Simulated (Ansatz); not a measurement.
TiAl:

```
Ti Al
1.0
     3.17906    0.00000    0.00000
     0.00000    3.17906    0.00000
     0.00000    0.00000    3.17906
Ti Al
1 1
Direct
  0.00000 0.00000 0.00000
  0.50000 0.50000 0.50000
```

The cell comes from a database or a generator and needn't be the stable form of this composition.

* Program: Ansatz 0.2.0
* Task: single point
* Functional: PBEsol
* Potentials or basis: Ansatz PAW
* Cutoff: 420 eV (not typed: the program's choice for these potentials)
* k mesh: 8 × 8 × 8
* Occupations: fermi-dirac, width 0.05 eV
* Spin: no spin polarisation

On this cell: pressure -2.4 GPa; largest force zero by symmetry; band gap on the k mesh none (metal or under the smearing width).

The same run follows on a disturbed copy (atoms moved at random, drawn with an rms of 0.05 Å):

```
Ti Al
1.0
     3.17906    0.00000    0.00000
     0.00000    3.17906    0.00000
     0.00000    0.00000    3.17906
Ti Al
1 1
Cartesian
  -0.0036 0.0241 0.0054
  1.6191 1.6101 1.5915
```

Problem. What changes?

Solution. The energy (extrapolated to zero smearing) moves by +1.7 meV/atom; pressure -2.3 GPa; largest force 0.208 eV/Å; band gap on the k mesh none (metal or under the smearing width).

Forces in eV/Å, atoms in the order of the input:
```
Ti   0.205 -0.022 -0.022
Al  -0.205  0.022  0.022
```

Caveats: the PAW data sets come from PBE, with cores solved anew for the run's functional, which leaves a small shift of forces and pressure.
